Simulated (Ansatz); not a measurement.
TiAl: what symmetry allows forces and stress to be

```
CELL_PARAMETERS angstrom
3.03663 0.00000 0.00000
-1.51832 2.58299 0.00000
0.00000 0.00000 4.90226
ATOMIC_POSITIONS crystal
Ti 0.02014 0.04027 0.00000
Al 0.31320 0.62639 0.50000
```

All numbers below come from Ansatz, DFT PBE, scalar-relativistic, plane waves, PAW.

Plane waves to 420 eV, a k mesh through Γ of 18×18×10 on the computed 2-atom cell and Gaussian smearing (0.10 eV); no spin polarisation.

This distorted cell has space group Amm2, with 4 operations.

Question: Without a calculation: in which directions can each atom feel a force?

Answer: A force must be left unchanged by every operation that keeps its atom in place, so it lies in the space that those operations leave fixed. Atoms that the group maps onto each other feel forces of one size.
```tsv
atom	site symmetry	operations at the site	equivalent to atom	allowed force (Cartesian)
Ti1	mm2	4	1	along (0.00, 1.00, 0.00)
Al2	mm2	4	2	along (0.00, 1.00, 0.00)
```

That leaves 2 independent force components of 6, tied by 1 condition that the forces sum to zero, so 1 remains. A relaxation in this cell that keeps the symmetry moves the atoms in these directions alone.

Question: And the stress tensor?

Answer: It must be invariant under the point group, which leaves 3 independent components: yz, xz, xy vanish.

Question: Do the computed values obey this?

Answer: Yes. Forces (eV/Å):
```
Ti1  0.000 -0.371  0.000
Al2  0.000  0.371  0.000
```

Stress (GPa, compression positive, xx yy zz yz xz xy): -12.40 -8.31 -11.99 0.00 0.00 0.00. The program imposes the same operations on density, forces and stress, so this confirms the analysis and is no independent test of the calculation.